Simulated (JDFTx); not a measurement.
Here is a JDFTx 1.7.0 (patched build) calculation.

File HgSe.in:

```
lattice \
    0.0000000000     5.7428776927     5.7428776927 \
    5.7428776927     0.0000000000     5.7428776927 \
    5.7428776927     5.7428776927     0.0000000000
coords-type Lattice
ion Hg     0.0052780000    -0.0082520000     0.0109270000 1
ion Se     0.7544600000     0.7348360000     0.7605280000 1

ion-species pseudo/Hg.upf
ion-species pseudo/Se.upf
elec-cutoff 43 344
elec-ex-corr gga-PBE
kpoint-folding 8 8 8
elec-smearing Fermi 0.0018374661
elec-n-bands 25
electronic-SCF nIterations 100 energyDiffThreshold 1e-09
electronic-minimize nIterations 30 energyDiffThreshold 1e-7
converge-empty-states yes
forces-output-coords Cartesian

dump-name run.$VAR
dump End Ecomponents EigStats BandEigs Kpoints Forces Stress ElecDensity Dtot KEdensity
```

Potentials or basis: PseudoDojo-SR-PBE-0.5-standard.

Command:

```bash
$ jdftx -c 1 -i HgSe.in -o HgSe.out
```

Question: Predict the band gap on the k mesh.

Answer: None (metal or under the smearing width).

Question: Estimate the pressure.

Answer: 4.7 GPa.

Question: Estimate the largest force.

Answer: 0.124 eV/Å.

Stress tensor (GPa, compression positive):
```
 4.65 -0.44 -0.04
-0.44  4.66 -0.41
-0.04 -0.41  4.65
```

The run has no spin-orbit coupling, so splittings on Hg are missing.
